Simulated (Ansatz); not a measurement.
Crystal: HfO2.

```
Hf O
1.0
     4.81353    0.00000    0.00000
     0.00000    4.81353    0.00000
     0.00000    0.00000    3.20542
Hf O
2 4
Direct
  0.50000 0.50000 0.50000
  0.00000 0.00000 0.00000
  0.80504 0.19496 0.50000
  0.69496 0.69496 0.00000
  0.30504 0.30504 0.00000
  0.19496 0.80504 0.50000
```

Measurements of this composition are mostly on another form, of space group No. 14.

* Program: Ansatz 0.2.0
* Task: relaxation of cell and atoms
* Functional: RPBE
* Dispersion: D4
* Potentials or basis: Ansatz PAW
* Cutoff: 420 eV (not typed: the program's choice for these potentials)
* k mesh: 6 × 6 × 8
* Occupations: fermi-dirac, width 0.05 eV
* Spin: no spin polarisation

At the start: volume 12.38 Å³/atom.

How do energy, volume and symmetry change on relaxing?

It ends after 7 steps and the volume is 12.74 Å³/atom (+2.9 %); space group P4_2/mnm (No. 136, to 0.05 Å).

The path:
```csv
step,energy change (eV),largest force (eV/Å),volume (Å³)
1,0.0000,0.1026,74.27
2,-0.0303,0.0017,76.66
3,-0.0324,0.0088,76.35
4,-0.0325,0.0024,76.34
5,-0.0420,0.0023,76.34
6,-0.0417,0.0004,76.41
7,-0.0420,0.0004,76.41
```

Final structure:
```
Hf O
1.0
     4.85971    0.00000    0.00000
     0.00000    4.85971    0.00000
     0.00000    0.00000    3.23562
Hf O
2 4
Direct
  0.50000 0.50000 0.50000
  0.00000 0.00000 0.00000
  0.80497 0.19503 0.50000
  0.69503 0.69503 0.00000
  0.30497 0.30497 0.00000
  0.19503 0.80497 0.50000
```

Caveat: the plane-wave basis is chosen anew once the cell has moved, so the energies of steps on either side of that aren't comparable; the pressure holds a Pulay correction of +0.6 GPa for the finite cutoff; the PAW data sets come from PBE, with cores solved anew for the run's functional, which leaves a small shift of forces and pressure.
